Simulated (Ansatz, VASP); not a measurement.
**One calculation of W, two programs**

File INCAR:

```
PREC = Accurate
ENCUT = 600
EDIFF = 1E-7
ISMEAR = 0
SIGMA = 0.1
LREAL = F
LASPH = T
NELM = 60
ALGO = Normal
ISIF = 3
LWAVE = F
LCHARG = F
GGA = PE
IBRION = 2
NSW = 80
EDIFFG = -0.005
```

File KPOINTS:

```
regular mesh
0
Gamma
  16 16 16
```

File POSCAR:

```
W
1.0
   -1.5850000000      1.5850000000      1.5850000000
    1.5850000000     -1.5850000000      1.5850000000
    1.5850000000      1.5850000000     -1.5850000000
W
1
Direct
    0.0000000000      0.0000000000      0.0000000000
```

Input for Ansatz:

```yaml
crystal:
  lattice:
    - [-1.585, 1.585, 1.585]
    - [1.585, -1.585, 1.585]
    - [1.585, 1.585, -1.585]
  atoms:
    - { symbol: W, position: [0.0, 0.0, 0.0] }
scf:
  occupations: { method: gaussian, width: 0.1 }
output:
  forces: true
  stress: true
  eigenvalues: true
  write_density: true
  write_potential: true
  elf: true
  volumetric_format: npy
hamiltonian:
  xc: pbe
kpoints:
  mp_grid: { grid: [16, 16, 16] }
relax:
  f_tol: 0.005
  max_steps: 60
  cell: { stress_tol: 0.02 }
```

Alike in both runs: task relaxation of cell and atoms; functional PBE; k mesh 16 × 16 × 16; occupations gaussian, width 0.1 eV; no spin polarisation.

|  | VASP | Ansatz |
| --- | --- | --- |
| version | VASP 6.6.1 | Ansatz 0.2.0 |
| potentials or method | VASP PAW PBE potentials, release 64 (W_sv) | scalar-relativistic, plane waves, PAW |
| plane-wave cutoff (eV) | 600 | 420 |
| valence electrons in the cell | 14 | 14 |

```tsv
	VASP	Ansatz	Ansatz less VASP
gap on the k mesh at the Fermi level, each at its own relaxed structure (eV)	none	none	-
relaxed volume (Å³/atom)	16.15	16.12	-0.031
relaxed cell length with the largest relative difference (Å)	2.758	2.756	-0.0017
energy change over the relaxation (meV/atom)	-3	-2	+0.8
```

A gap of «none» marks a metal or a gap that the smearing closes.

The runs have no spin-orbit coupling, so splittings on W are missing.
